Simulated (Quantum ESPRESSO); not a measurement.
PBE against LDA over 11 crystals

Computed electronic dielectric constant at each level. The value is the mean of the clamped-ion tensor's diagonal. Brackets give the space group and the cell's volume in Å³ per atom. Not every cell is the stable form of its formula. Spin polarisation and spin-orbit coupling are off unless named.

- PBE: Quantum ESPRESSO (GBRV 1.5 PBE) for NaF, LiF, KCl, NaCl, NaI, LiH; Quantum ESPRESSO (PseudoDojo 0.4.1 SR PBE standard) for KF, KBr, SrCl2, CaO; Quantum ESPRESSO (JTH 2.0 PBE) for CdF2; cutoffs 490 to 1143 eV; k meshes of 64 to 512 points
- LDA: Quantum ESPRESSO (GBRV 1.5 LDA) for NaF, LiF, KCl, NaCl, NaI, LiH; Quantum ESPRESSO (PseudoDojo 0.4.1 SR LDA standard) for KF, KBr, SrCl2, CaO; Quantum ESPRESSO (JTH 2.0 LDA) for CdF2; cutoffs 490 to 1143 eV; k meshes of 64 to 512 points

| crystal | PBE | LDA |
| --- | --- | --- |
| NaF (Fm-3m; 12.49) | 1.872 | 1.912 |
| KF (Fm-3m; 19.07) | 1.981 | 2.021 |
| LiF (Fm-3m; 8.17) | 2.050 | 2.086 |
| KCl (Fm-3m; 31.15) | 2.322 | 2.397 |
| NaCl (Fm-3m; 21.81) | 2.533 | 2.619 |
| KBr (Fm-3m; 35.94) | 2.553 | 2.626 |
| CdF2 (Fm-3m; 13.03) | 2.804 | 2.886 |
| SrCl2 (Fm-3m; 28.30) | 2.916 | 3.007 |
| NaI (Fm-3m; 33.90) | 3.376 | 3.460 |
| CaO (Fm-3m; 13.89) | 3.777 | 3.833 |
| LiH (Fm-3m; 8.45) | 4.252 | 4.602 |

LDA lies above PBE in 11 of 11 crystals, with a median shift of +2.9 % (+1.5 % for CaO to +8.2 % for LiH). The figures use the values as printed. Crystals with small gaps need finer meshes and spin-orbit coupling for this value. Values hold for the database cell as given, which isn't always the measured one. LDA stands for any of its common fits to the electron gas. Columns can differ in potentials and cutoffs within a row, which adds scatter of its own.
